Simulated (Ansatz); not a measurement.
# InAs: the cost of one run

Method: DFT, PBE, plane-wave PAW, default files, scalar-relativistic, as far as a step names no other, in Ansatz 0.2.0.

### 1 The system as given

Symmetry: F-43m, No. 216, cubic system. The conventional cell has a = 6.058 Å, b = 6.058 Å, c = 6.058 Å, α = 90.00°, β = 90.00°, γ = 90.00°. In (site symmetry -43m) has 4 As at 2.62 Å as nearest neighbours. As (site symmetry -43m) has 4 In at 2.62 Å as nearest neighbours.

Coordinates:

```xyz
2
Lattice="0.0000 3.0290 3.0290 3.0290 0.0000 3.0290 3.0290 3.0290 0.0000" Properties=species:S:1:pos:R:3 pbc="T T T"
In    0.0000    0.0000    0.0000
As    1.5145    1.5145    1.5145
```

The earlier run gave: no gap over 0.1 eV on the mesh, largest force 0.000 eV/Å, pressure 3.5 GPa.

Site by site (atoms counted from 1):

| site | atoms | first shell | V_zz (10²¹ V/m²) | η | C_Q (MHz) |
| --- | --- | --- | --- | --- | --- |
| In | 1 | 4 As at 2.62 Å | 0.00 | – | 0 (¹¹⁵In) |
| As | 2 | 4 In at 2.62 Å | 0.00 | – | 0 (⁷⁵As) |

C_Q = eQV_zz/h, which is 24.18 MHz for Q = 1 b and V_zz = 10²¹ V/m²; η = (V_xx − V_yy)/V_zz. Quadrupole moments are those of Pyykkö's year-2017 table.

### 2 Ions relaxed at fixed cell

The input, input.yaml:

```yaml
crystal:
  lattice:
    - [0.0, 3.029, 3.029]
    - [3.029, 0.0, 3.029]
    - [3.029, 3.029, 0.0]
  atoms:
    - { symbol: In, position: [0.0, 0.0, 0.0] }
    - { symbol: As, position: [0.25, 0.25, 0.25] }
kpoints:
  mp_grid: { grid: [13, 13, 13] }
scf:
  occupations: { method: fermi_dirac, width: 0.05 }
hamiltonian:
  xc: pbe
  pseudopotentials: { kind: paw }
output:
  forces: true
  stress: true
  populations: true
  efg:
    quadrupole_moments_barn: { In: 0.772, As: 0.311 }
    contact_densities: true
relax:
  f_tol: 0.02
  max_steps: 60
```

Started as:

```bash
ansatz run input.yaml --threads 1 --pin off --max-ram 3072MiB --backend cpu --events-out ev --progress --plain --runs-dir out
```

Q: Estimate wall time and peak memory on 1 thread of Intel Xeon Platinum 8488C (Sapphire Rapids), shared host.

About 7.7 s, with a peak of 0.49 GiB.
